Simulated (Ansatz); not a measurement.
ZrO$_{2}$:
Space group P2₁/c (No. 14); a = 5.1533 Å, b = 5.2273 Å, c = 5.3291 Å, α = 90.00°, β = 99.41°, γ = 90.00°

```csv
atom,site,symmetry,x,y,z
Zr,4e,1,0.2762,0.0421,0.2097
O,4e,1,0.0692,0.3337,0.3440
O,4e,1,0.5505,0.2574,0.0218
```

This is the r²SCAN-relaxed structure.

### Question
All from plane-wave PAW r²SCAN (Ansatz code), unless another level is named. Estimate the formation energy from the elements (no fitted shifts).

### Answer
-3.72 eV/atom.

### Question
What about the band gap?

### Answer
4.15 eV (indirect).

### Question
Give the valence-band maximum.

### Answer
at Γ.

Space group P2_1/c. Symmetry was held in the r²SCAN relaxation. The run is not spin-polarised. The references are the lowest solids computed at this level, not always the standard phases (solids in place of the gases). Spin–orbit coupling is left out wherever it is not named.

Potentials: the later of the program's two PAW sets.
